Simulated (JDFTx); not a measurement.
## Li under changes of volume

One of the cells (21.344 Å³/atom); the others are scaled copies at fixed shape and fractional positions:

```
CELL_PARAMETERS angstrom
3.11100 0.00000 0.00000
-1.55550 2.69421 0.00000
0.00000 0.00000 5.09300
ATOMIC_POSITIONS crystal
Li 0.66667 0.33333 0.75000
Li 0.33333 0.66667 0.25000
```

This isn't the form of Li at room conditions, which is bcc.

| Property | Result |
| --- | --- |
| Program | JDFTx 1.7.0 (patched build) |
| Functional | PBE |
| Potentials or basis | PseudoDojo-SR-PBE-0.5-standard |
| Cutoff | 1007 eV |
| Density cutoff | 8055 eV |
| k mesh | 10 × 10 × 5 |
| Occupations | fermi-dirac, width 0.05 eV |
| Spin | no spin polarisation |

| volume (Å³/atom) | energy over the lowest point (meV/atom) | pressure (GPa) |
| --- | --- | --- |
| 20.063 | 0.00 | 0.1 |
| 20.490 | 0.10 | -0.2 |
| 20.917 | 0.94 | -0.5 |
| 21.344 | 2.45 | -0.7 |
| 21.771 | ? | ? |
| 22.198 | 7.25 | -1.1 |
| 22.625 | 10.44 | -1.3 |

Q: What does the run at 21.771 Å³/atom give?

A: Energy over the lowest point 4.57 meV/atom; pressure -0.9 GPa.

Worked out: A Birch-Murnaghan fit of order 3 (a polynomial in V^(-2/3)) to the other rows has its minimum at 20.22 Å³/atom with B0 = V·E''(V) = 13.9 GPa and B' = 3.4 at fixed shape and positions, which overstates the stiffness. It gives 4.57 meV/atom at 21.771 Å³/atom, against the run's 4.57, and -dE/dV = -0.9 GPa, against -0.9.

Energies are extrapolated to zero smearing.
